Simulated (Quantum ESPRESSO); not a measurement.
# Yb (P6_3/mmc) in Quantum ESPRESSO: single point with PBEsol

Aim: the single point of Yb with PBEsol.

Program: Quantum ESPRESSO 7.5. These are calculated values, not measurements. Logs are shortened: lines on timing, memory, paths and dates and some standing lists are left out, and cuts for length are marked.

### Step 1. The crystal as given

Symmetry: P6_3/mmc, No. 194, hexagonal system. The conventional cell has a = 3.880 Å, b = 3.880 Å, c = 6.386 Å, α = 90.00°, β = 90.00°, γ = 120.00°. Around Yb (site symmetry -6m2) lie 12 Yb at 3.88 to 3.90 Å.

This isn't the form of Yb at room conditions, which is fcc.

### Step 2. Single point, PBEsol, collinear spin, ferromagnetic start

Contents of run.py:

```python
import numpy as np
from ase.calculators.espresso import Espresso, EspressoProfile
from ase.io import read

atoms = read('Yb.xyz')
atoms.set_initial_magnetic_moments([1.0, 1.0])

input_data = {
    'control': {'calculation': 'scf', 'prefix': 'pwscf', 'outdir': './tmp', 'tprnfor': True, 'tstress': True, 'disk_io': 'nowf'},
    'system': {'ecutwfc': 55.0, 'ecutrho': 440.0, 'nbnd': 36, 'input_dft': 'pbesol', 'occupations': 'smearing', 'smearing': 'fd', 'degauss': 0.00367493, 'nspin': 2},
    'electrons': {'conv_thr': 4e-10, 'electron_maxstep': 120, 'mixing_beta': 0.3},
}
pseudopotentials = {'Yb': 'Yb.paw.z_24.atompaw.wentzcovitch.v1.2.upf'}
profile = EspressoProfile(command='mpirun -n 2 pw.x -nk 2', pseudo_dir='pseudo')
dft = Espresso(profile=profile, input_data=input_data, pseudopotentials=pseudopotentials, kpts=(8, 8, 4), koffset=(0, 0, 0))
atoms.calc = dft

print(f'energy {atoms.get_potential_energy():.8f} eV')
print('forces (eV/A)')
print(np.round(atoms.get_forces(), 6))
print('stress (eV/A^3, Voigt)')
print(np.round(atoms.get_stress(), 8))
print(f'Fermi level {dft.get_fermi_level():.4f} eV')
```

Contents of Yb.xyz:

```xyz
2
Lattice="3.8799000000 0.0000000000 0.0000000000 -1.9399500000 3.3600919641 0.0000000000 0.0000000000 0.0000000000 6.3859000000" Properties=species:S:1:pos:R:3 pbc="T T T"
Yb     1.9399500002      1.1200306546      4.7894250000
Yb    -0.0000000002      2.2400613095      1.5964750000
```

Potentials or basis: SSSP 1.3 efficiency PBE.

The run is started by

```console
$ OMP_NUM_THREADS=1 python run.py
```

Standard output:

```text
energy -27277.98976592 eV
forces (eV/A)
[[-0. -0.  0.]
 [ 0.  0.  0.]]
stress (eV/A^3, Voigt)
[0.02655863 0.02655863 0.02569831 0.         0.         0.        ]
Fermi level 9.3217 eV
```

espresso.pwi:

```text
&CONTROL
   calculation      = 'scf'
   tstress          = .true.
   tprnfor          = .true.
   outdir           = './tmp'
   prefix           = 'pwscf'
   disk_io          = 'nowf'
   pseudo_dir       = 'pseudo'
/
&SYSTEM
   nbnd             = 36
   ecutwfc          = 55.0
   ecutrho          = 440.0
   occupations      = 'smearing'
   degauss          = 0.00367493
   smearing         = 'fd'
   nspin            = 2
   input_dft        = 'pbesol'
   starting_magnetization(1) = 1.0
   ntyp             = 1
   nat              = 2
   ibrav            = 0
/
&ELECTRONS
   electron_maxstep = 120
   conv_thr         = 4e-10
   mixing_beta      = 0.3
/
&IONS
/
&CELL
/
&FCP
/
&RISM
/
ATOMIC_SPECIES
Yb  173.054 Yb.paw.z_24.atompaw.wentzcovitch.v1.2.upf

K_POINTS automatic
8 8 4  0 0 0

CELL_PARAMETERS angstrom
3.87990000000000 0.00000000000000 0.00000000000000
-1.93995000000000 3.36009196410000 0.00000000000000
0.00000000000000 0.00000000000000 6.38590000000000

ATOMIC_POSITIONS angstrom
Yb  1.9399500002 1.1200306546 4.7894250000  
Yb  -0.0000000002 2.2400613095 1.5964750000
```

espresso.pwo:

```text
This program is part of the open-source Quantum ESPRESSO suite
     for quantum simulation of materials; please cite
         "P. Giannozzi et al., J. Phys.:Condens. Matter 21 395502 (2009);
         "P. Giannozzi et al., J. Phys.:Condens. Matter 29 465901 (2017);
         "P. Giannozzi et al., J. Chem. Phys. 152 154105 (2020);
     in publications or presentations arising from this work. More details at

Warning: card &CELL ignored
Warning: card &FCP ignored
Warning: card &RISM ignored

     file Yb.paw.z_24.atompaw.wentzcovitch.v1.2.upf: wavefunction(s)  6S 0P 5D 0D 4F 0F renormalized

     IMPORTANT: XC functional enforced from input :
     Exchange-correlation= PBESOL
                           (   1   4  10   8   0   0   0)
     Any further DFT definition will be discarded
     Please, verify this is what you really want

     Message from routine setup:
     using ibrav=0 with symmetry is DISCOURAGED, use correct ibrav instead

     K-points division:     npool     =       2
     Subspace diagonalization in iterative solution of the eigenvalue problem:
     a serial algorithm will be used

     G-vector sticks info
     --------------------
     sticks:   dense  smooth     PW     G-vecs:    dense   smooth      PW
     Sum        1639     817    241                87603    30981    4915

     Using Slab Decomposition

     bravais-lattice index     =            0
     lattice parameter (alat)  =       7.3319  a.u.
     unit-cell volume          =     561.8112 (a.u.)^3
     number of atoms/cell      =            2
     number of atomic types    =            1
     number of electrons       =        48.00
     number of Kohn-Sham states=           36
     kinetic-energy cutoff     =      55.0000  Ry
     charge density cutoff     =     440.0000  Ry
     scf convergence threshold =      4.0E-10
     mixing beta               =       0.3000
     number of iterations used =            8  plain     mixing
     Exchange-correlation= PBESOL
                           (   1   4  10   8   0   0   0)

[... 609 lines left out ...]
     8.0310   8.0310   8.9460   8.9460   8.9594   8.9594   8.9800   8.9800
     8.9824   8.9824   9.0125   9.0125   9.0378   9.0378   9.0437   9.0437
     9.6212   9.6212  10.8153  10.8153  12.8309  12.8309  14.5505  14.5505
    15.2278  15.2278  15.4846  15.4846
[... 115 lines left out ...]
   -42.7916 -42.7916 -15.1608 -15.1608 -15.1036 -15.1036 -15.0337 -15.0337
     8.6999   8.6999   8.9445   8.9445   8.9679   8.9679   8.9796   8.9796
     8.9892   8.9892   9.0022   9.0022   9.0360   9.0360   9.1579   9.1579
     9.6680   9.6680  10.0880  10.0880  12.5757  12.5757  14.2936  14.2936
    15.2711  15.2711  15.8004  15.8004

 ------ SPIN DOWN ----------

          k = 0.0000 0.0000 0.0000 (  3887 PWs)   bands (ev):

   -42.8013 -42.7938 -15.1893 -15.0209 -15.0209 -14.9945 -14.9940 -14.9940
     4.4635   7.5294   8.9170   8.9315   8.9362   8.9490   8.9932   8.9932
     9.0011   9.0011   9.0114   9.0114   9.0420   9.0420   9.0624   9.0651
     9.4296  11.8823  11.9448  11.9448  12.4250  12.4250  13.0945  13.0945
    14.6276  14.6276  15.3883  18.1467
[... 99 lines left out ...]
   -42.7930 -42.7913 -15.1875 -15.1645 -15.0795 -15.0609 -15.0373 -15.0299
     7.7257   8.3382   8.9319   8.9639   8.9713   8.9723   8.9772   8.9814
     8.9837   8.9923   8.9977   9.0300   9.0338   9.0467   9.0481   9.0491
     9.4413   9.6286  10.6683  11.2778  12.0847  13.9832  14.2583  15.0856
    15.1409  15.3108  15.4628  15.4872

          k = 0.0000-0.5774-0.3038 (  3868 PWs)   bands (ev):

   -42.7922 -42.7922 -15.1864 -15.1864 -15.0478 -15.0478 -15.0455 -15.0455
     8.0313   8.0313   8.9460   8.9460   8.9594   8.9594   8.9799   8.9799
     8.9824   8.9824   9.0125   9.0125   9.0377   9.0377   9.0437   9.0437
     9.6213   9.6213  10.8155  10.8155  12.8313  12.8313  14.5507  14.5507
    15.2278  15.2278  15.4845  15.4845
[... 115 lines left out ...]
   -42.7916 -42.7916 -15.1608 -15.1608 -15.1035 -15.1035 -15.0336 -15.0336
     8.7002   8.7002   8.9445   8.9445   8.9678   8.9678   8.9795   8.9795
     8.9892   8.9892   9.0021   9.0021   9.0360   9.0360   9.1580   9.1580
     9.6681   9.6681  10.0882  10.0882  12.5758  12.5758  14.2936  14.2936
    15.2713  15.2713  15.8006  15.8006

     the Fermi energy is     9.3217 ev

!    total energy              =   -2004.89544381 Ry
     total all-electron energy =     -2004.895444 Ry
     estimated scf accuracy    <          2.9E-10 Ry
     smearing contrib. (-TS)   =      -0.00309104 Ry
     internal energy E=F+TS    =   -2004.89235277 Ry

     The total energy is F=E-TS. E is the sum of the following terms:
     one-electron contribution =    -835.81207467 Ry
     hartree contribution      =     370.33918710 Ry
     xc contribution           =     -75.79740526 Ry
     ewald contribution        =    -508.02586966 Ry
     one-center paw contrib.   =    -955.59619027 Ry

     total magnetization       =     0.00 Bohr mag/cell
     absolute magnetization    =     0.00 Bohr mag/cell

     convergence has been achieved in  40 iterations

     Forces acting on atoms (cartesian axes, Ry/au):

     atom    1 type  1   force =    -0.00000000   -0.00000000    0.00000000
     atom    2 type  1   force =     0.00000000    0.00000000    0.00000000

     Total force =     0.000000     Total SCF correction =     0.000000

     Computing stress (Cartesian axis) and pressure

          total   stress  (Ry/bohr**3)                   (kbar)     P=      -42.09
  -0.00028926  -0.00000000  -0.00000000          -42.55       -0.00       -0.00
  -0.00000000  -0.00028926  -0.00000000           -0.00      -42.55       -0.00
  -0.00000000  -0.00000000  -0.00027989           -0.00       -0.00      -41.17

=------------------------------------------------------------------------------=
   JOB DONE.
=------------------------------------------------------------------------------=
```

Wall time 6.4 min (2 MPI ranks of Arm Neoverse V2, shared host); peak memory 1.1 GiB.

What came out:

```yaml
Free_energy: -27277.9922 eV
Pressure: -4.2 GPa
Band_gap_on_the_k_mesh: none (metal or under the smearing width)
Net_moment: 0.00 μB per cell
Absolute_moment: 0.00 μB per cell
Valence_electrons_inside_the_program's_atomic_spheres: Yb 22.86
```

Stress tensor (GPa, compression positive):
```
-4.26  0.00  0.00
 0.00 -4.26  0.00
 0.00  0.00 -4.12
```

Caveat: the potentials were made for another functional, which shifts forces and pressure; spin-orbit coupling is left out, which moves the levels of the heavy elements.
